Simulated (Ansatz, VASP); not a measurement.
# Two plane-wave programs on MgO

```xyz
8
Lattice="3.2259 0.0000 0.0000 -1.6130 2.7937 0.0000 0.0000 0.0000 11.0746" Properties=species:S:1:pos:R:3 pbc="T T T"
Mg    0.0000    1.8625   10.7367
Mg    0.0000    0.0000    2.4455
Mg    0.0000    0.0000    7.9828
Mg    1.6130    0.9312    5.1994
O     0.0000    1.8625    8.6387
O     0.0000    0.0000    5.8656
O     0.0000    0.0000    0.3283
O     1.6130    0.9312    3.1014
```

Alike in both runs: task single point; functional PBE; k mesh 9 × 9 × 2; occupations gaussian, width 0.05 eV; no spin polarisation.

```csv
,VASP,Ansatz
version,VASP 6.6.1,Ansatz 0.2.0
potentials or method,"VASP PAW PBE potentials, release 64 (Mg, O)","scalar-relativistic, plane waves, PAW"
plane-wave cutoff (eV),520,520
valence electrons in the cell,32,64
```

Ansatz gave:

```
gap on the k mesh at the Fermi level (eV)       : 3.37
least direct gap on the mesh (eV)               : 3.37
pressure (GPa)                                  : -1.1
largest component of the traceless stress (GPa) : 8.75
rms of the force components (eV/Å)              : 0.224
```

Estimate VASP's values.

gap on the k mesh at the Fermi level (eV): 3.35; least direct gap on the mesh (eV): 3.35; pressure (GPa): -1.6; largest component of the traceless stress (GPa): 8.86; rms of the force components (eV/Å): 0.226.

Atom by atom the forces differ by 0.003 eV/Å (rms over components). The two sets of potentials don't hold the same shells in valence.

Expect the measured gap to be larger: semilocal functionals such as PBE lack the derivative discontinuity.
